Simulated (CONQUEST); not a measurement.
The system is BaTiO3.

```
CELL_PARAMETERS angstrom
3.99980 0.00000 0.00000
0.00000 3.99980 0.00000
0.00000 0.00000 4.01800
ATOMIC_POSITIONS crystal
Ba 0.00000 0.00000 0.00000
Ti 0.50000 0.50000 0.51000
O 0.50000 0.00000 0.48300
O 0.00000 0.50000 0.48300
O 0.50000 0.50000 0.98100
```

- Program: CONQUEST 1.3
- Task: single point
- Functional: PBE
- Potentials or basis: PseudoDojo NC PBE, DZP, grid cutoff 150 Ha
- k mesh: 7 × 7 × 7
- Occupations: fermi-dirac, width 0.05 eV
- Spin: no spin polarisation

On this cell: pressure 4.5 GPa; largest force 0.213 eV/Å; band gap on the k mesh 1.78 eV, indirect (least direct gap 1.97 eV).

The same run follows on a disturbed copy (atoms moved at random, drawn with an rms of 0.05 Å):

```
Ba Ti O
1.0
     3.99980    0.00000    0.00000
     0.00000    3.99980    0.00000
     0.00000    0.00000    4.01800
Ba Ti O
1 1 3
Direct
  0.01538 0.99009 0.00387
  0.50035 0.49689 0.50662
  0.50045 0.99631 0.48745
  0.00046 0.51343 0.47837
  0.49304 0.50648 0.97537
```

Question: What does the disturbed cell give?

Answer: The energy moves by +10.4 meV/atom; pressure 5.2 GPa; largest force 0.674 eV/Å; band gap on the k mesh 1.80 eV, indirect (least direct gap 1.98 eV).

Forces on the atoms (eV/Å):
```
Ba  -0.486  0.351 -0.309
Ti   0.191 -0.033  0.223
O    0.088  0.454 -0.080
O   -0.054 -0.438  0.153
O    0.279 -0.337  0.000
```

Stress tensor (GPa, compression positive):
```
 4.33 -0.25  0.27
-0.25  5.03 -0.61
 0.27 -0.61  6.17
```

Caveats: spin-orbit coupling is left out, which moves the levels of the heavy elements; an odd mesh through Γ misses points on the zone boundary, where band edges often lie; the basis of atomic orbitals isn't converged, which shifts pressures, moduli and gaps.
